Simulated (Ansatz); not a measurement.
## GdN (NiAs-type structure)

Method: PBE+U (U_eff = 3 eV on Gd 4f), scalar-relativistic; collinear spin; PAW, 420 eV, Γ-centred 10×10×6 mesh, 0.05 eV Gaussian smearing; code Ansatz; PAW files: Ansatz's generated set soft_2.

```
Gd N
1.0
     3.47598    0.00000    0.00000
    -1.73799    3.01028    0.00000
     0.00000    0.00000    6.11482
Gd N
2 2
Direct
  0.00000 0.00000 0.00000
  0.00000 0.00000 0.50000
  0.33333 0.66667 0.25000
  0.66667 0.33333 0.75000
```

This is a trial structure; measured cells of the compound in the Crystallography Open Database are in space group Fm-3m (rock salt).

Magnetic state: ferromagnetic, site spin moments Gd 6.92; N -0.11 μB.

The pressure at this geometry is -0.8 GPa.

**Question.** Which orbitals carry the states at the Fermi level, and how many states are there?

**Answer.** Within 0.1 eV of it: N 2p 62 %, Gd 5d 36 % (shares among the projected shells; no valence p shell of Gd is among them). The density of states at the Fermi level is about 0.068 states/eV per cell, averaged over 0.3 eV.

Density of states (tetrahedra, averaged over 0.3 eV; states/eV per cell of 4 atoms; energy in eV from the Fermi level):

```tsv
E (eV)	DOS
-5.50	9.3
-5.20	37.4
-4.90	0.0
-4.60	0.0
-4.30	0.0
-4.00	0.1
-3.70	0.7
-3.40	1.5
-3.10	3.1
-2.80	4.7
-2.50	3.2
-2.20	4.0
-1.90	4.4
-1.60	4.8
-1.30	4.4
-1.00	5.2
-0.70	3.3
-0.40	0.5
-0.10	0.1
0.20	0.1
0.50	0.4
0.80	0.5
1.10	0.8
1.40	1.1
1.70	1.2
2.00	1.3
2.30	2.8
2.60	5.6
2.90	24.0
3.20	16.6
3.50	4.0
3.80	2.7
4.10	2.8
```

Formal charges Gd³⁺, N³⁻ leave Gd³⁺ with an open 4f⁷ shell. Exchange should fill one spin channel of a half-filled shell and leave an insulator, so a metal points to the functional or the structure. The run still finds no gap: within 0.1 eV of the Fermi level the projected states are 62 % N 2p, 36 % Gd 5d.

Hund's first rule gives Gd³⁺ with 7 f electrons 7 unpaired spins, a spin moment of 7 μB; the run has 6.92 μB on Gd (atomic spheres) and 7.08 f electrons on orthogonalised orbitals. The moment is close to the ion's, so in this run the shell is localised and nearly fully polarised.

For elements this heavy, spin–orbit coupling would shift levels and gaps; it isn't included here. Site moments are of spin, integrated over atomic spheres. The moments were started parallel, and the real magnetic order may be another.
